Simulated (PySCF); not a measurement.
# SnSe: MP2 correlation energy with HF

The system is SnSe.

```
Sn Se
1.0
     0.00000    3.01000    3.01000
     3.01000    0.00000    3.01000
     3.01000    3.01000    0.00000
Sn Se
1 1
Cartesian
  0.0000 0.0000 0.0000
  3.0100 3.0100 3.0100
```

Measurements of this composition are mostly on another form, of space group No. 62.

| Property | Result |
| --- | --- |
| Program | PySCF 2.14.0 |
| Task | MP2 correlation energy |
| Functional | HF |
| Potentials or basis | DZVP-MOLOPT-HYB/GTH-HYB (UZH) (potentials made for PBE0) |
| k mesh | 2 × 2 × 2 |
| Occupations | fixed |
| Spin | no spin polarisation |
| Density cutoff | 50 Ha |
| Exponents discarded below (exp_to_discard) | 0.02 1/bohr^2 |
| Potentials | Se GTH-HYB-q6, Sn GTH-HYB-q4 |
| conv_tol | 1e-08 Ha |
| max_cycle | 60 |
| exxdiv | ewald |
| Coulomb method | Gaussian density fitting (GDF) |
| Three-centre integrals | read from an earlier run's file |

```yaml
Band_gap_on_the_k_mesh: 5.74 eV, direct
Mulliken_charges: Sn +0.55; Se -0.55 e
MP2_correlation_energy_per_cell: -6.483 eV
```

Levels at points of the mesh, in eV from the valence-band top:
```csv
k point,band 3,band 4,band 5,band 6,band 7,band 8
"(0.00, 0.00, 0.00)",-3.67,-3.67,-3.67,10.73,10.73,10.73
"(0.00, 0.00, 0.50)",-3.43,-3.43,0.00,5.74,6.60,6.60
"(0.00, 0.50, 0.00)",-3.43,-3.43,0.00,5.74,6.60,6.60
"(0.00, 0.50, 0.50)",-7.81,-5.45,-5.45,9.70,11.94,11.94
"(0.50, 0.00, 0.00)",-3.43,-3.43,0.00,5.74,6.60,6.60
"(0.50, 0.00, 0.50)",-7.81,-5.45,-5.45,9.70,11.94,11.94
"(0.50, 0.50, 0.00)",-7.81,-5.45,-5.45,9.70,11.94,11.94
"(0.50, 0.50, 0.50)",-3.43,-3.43,0.00,5.74,6.60,6.60
```

It took 5.8 s on 4 threads of Arm Neoverse V1, on a shared host, peak memory 0.22 GiB.

Caveat: the k mesh is coarse (spacing up to 0.90 Å⁻¹), so the values aren't converged, least of all with exact exchange; on so small a mesh gaps with full-range exact exchange can be off by tenths of an eV to over 1 eV; mesh and basis are far too small for converged many-body values: gaps can be off by tenths of an eV to over 1 eV, and much correlation energy is missing; Mulliken charges move with the basis; total energy, band gap and charges are those of the mean-field reference; spin-orbit coupling is left out, which moves the levels of the heavy elements; the basis of atomic orbitals isn't converged, which shifts pressures, moduli and gaps. A k mesh can miss the band edges.
